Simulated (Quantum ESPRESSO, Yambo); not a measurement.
Planning a run of Yambo 5.3.0 on SiC (Moissanite). The input:

```
optics
bss
bse
em1s
dipoles
rim_cut
RandQpts= 1000000
RandGvec= 1 RL
Chimod= "HARTREE"
BSKmod= "SEX"
BSEmod= "coupling"
BSSmod= "d"
BSENGexx= 30 Ry
BSENGBlk= 6 Ry
% BSEQptR
 1 | 1 |
%
% BSEBands
 3 | 13 |
%
% BEnRange
 0 | 9 | eV
%
% BDmRange
 0.1 | 0.1 | eV
%
BEnSteps= 181
% BLongDir
 1 | 0 | 0 |
%
% BndsRnXs
 1 | 51 |
%
NGsBlkXs= 6 Ry
% LongDrXs
 1 | 1 | 1 |
%
% KfnQP_E
 0.859 | 1.0 | 1.0 |
%
WRbsWF
```

```sh
OMP_NUM_THREADS=1 mpirun -n 8 yambo -F bse7.in -J bse7,bse3_W -C bse7 > bse7.log
```

The stored states that it reads are on a 3×3×4 mesh. The structure is hexagonal, space group P6_3mc (No. 186). The conventional cell has a = 3.076 Å, b = 3.076 Å, c = 5.048 Å, α = 90.00°, β = 90.00°, γ = 120.00°. Nearest to Si lie 4 C at 1.87 to 1.94 Å. C has 4 Si at 1.87 to 1.94 Å nearest. Farther neighbours are not listed.

Question: How long will it take on 8 MPI ranks of Intel Xeon 6975P-C (Granite Rapids), shared host, and how much memory?

It took 31 s; on shared hardware allow 16 s to 63 s. Peak host memory was 4.7 GiB.

The kernel grows as the square of the matrix size, and full diagonalisation as its cube.

[Paths, hosts, dates, memory and timing lines, banners, echoed tables and standing remarks are left out of the program output.]

[Logs are printed without paths, hosts, clocks, repeated set-up lines and the standing remarks that a program may print on its own settings, such as how far it seeks lower states.]

[Runs of the session that timed out or met a known fault of the program may be left out.]

[Hosts, paths, dates, database ids (printed as entryN), source tags and the programs' standing remarks are cut or masked in the printed files.]
